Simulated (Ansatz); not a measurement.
# What DFT gives for Be

```xyz
1
Lattice="0.0000 1.6105 1.6105 1.6105 0.0000 1.6105 1.6105 1.6105 0.0000" Properties=species:S:1:pos:R:3 pbc="T T T"
Be    0.0000    0.0000    0.0000
```

Level: PBE, no spin polarisation; 420 eV; 18×18×18 Γ-centred mesh; fermi-dirac occupations (width 0.1 eV); Ansatz 0.2.0, fixed geometry.

**Question.** Is there a gap?

**Answer.** It is a metal, with about 0.07 states/eV a cell as the mean within 0.25 eV of the Fermi level.

**Question.** What does the stress say?

**Answer.** The pressure is -6.2 GPa (compression positive), so with the atoms held at these fractions the cell would first shrink.

Origin: a known structure type with other elements, at an estimated volume, so it need not be a known compound.
